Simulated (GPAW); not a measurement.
The system is Y.

```xyz
2
Lattice="3.6474 0.0000 0.0000 -1.8237 3.1587 0.0000 0.0000 0.0000 5.7306" Properties=species:S:1:pos:R:3 pbc="T T T"
Y     1.8237    1.0529    4.2980
Y     0.0000    2.1058    1.4326
```

- Program: GPAW 26.7.0
- Task: relaxation of cell and atoms
- Functional: r2SCAN
- Dispersion: D4
- Potentials or basis: GPAW PAW data sets (gpaw-data 1.2.1)
- Cutoff: 600 eV
- Basis: pw
- k mesh: 6 × 6 × 4
- Occupations: fermi-dirac, width 0.05 eV
- Spin: no spin polarisation

At the start: pressure 0.3 GPa; volume 33.01 Å³/atom.

Where does the relaxation end?

Over 5 steps the energy falls by 3.1 meV/atom and the volume is 33.19 Å³/atom (+0.5 %); space group P6_3/mmc (No. 194, to 0.05 Å).

Step by step:
```csv
step,energy change (eV),largest force (eV/Å),pressure (GPa),volume (Å³)
1,0.0000,0.0000,0.27,66.02
2,-0.0012,0.0001,0.21,66.10
3,-0.0064,0.0001,-0.17,66.65
4,-0.0064,0.0005,-0.13,66.59
5,-0.0063,0.0003,0.00,66.38
```

Final structure:
```
CELL_PARAMETERS angstrom
3.67853 0.00000 0.00000
-1.83927 3.18570 0.00000
0.00000 0.00000 5.66444
ATOMIC_POSITIONS crystal
Y 0.66667 0.33333 0.75001
Y 0.33333 0.66667 0.24999
```

Caveat: later steps reuse the first step's grids; the PAW data sets were made with another functional, which shifts forces and pressure a little; pairwise dispersion overbinds metals, which lowers pressure and volume.
